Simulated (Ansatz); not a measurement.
PtS2:

```xyz
3
Lattice="3.5432 0.0000 0.0000 -1.7716 3.0685 0.0000 0.0000 0.0000 5.0388" Properties=species:S:1:pos:R:3 pbc="T T T"
Pt    0.0000    0.0000    0.0000
S     1.7716    1.0228    3.8950
S     0.0000    2.0457    1.1438
```

Base run:

```yaml
Program: Ansatz 0.2.0
Functional: PBEsol
Potentials_or_basis: all-electron LAPW, scalar-relativistic
Cutoff: 274 eV (chosen from the basis error)
Basis_error_allowed: 0.002 eV/atom
k_mesh: 9 × 9 × 5
Occupations: fermi-dirac, width 0.05 eV
Spin: no spin polarisation
Hubbard_terms: Pt d U = 8 eV
```

Its results: band gap on the k mesh 0.76 eV, indirect (least direct gap 0.90 eV); pressure 7.6 GPa; largest force 1.148 eV/Å.

Problem. The run is repeated on the same cell with these changes: hubbard terms from Pt d U = 8 eV to Pt d U = 6 eV. What comes out?

Solution. Band gap on the k mesh 0.83 eV, indirect (least direct gap 0.94 eV); pressure 7.2 GPa; largest force 1.101 eV/Å.

Caveats: U is the effective U less J, on atomic orbitals that reach past the spheres; spin-orbit coupling is left out, which moves the levels of the heavy elements; an odd mesh through Γ misses points on the zone boundary, where band edges often lie; forces of over 1 eV/Å show positions far from the minimum, so gaps and moduli don't describe the material at rest.
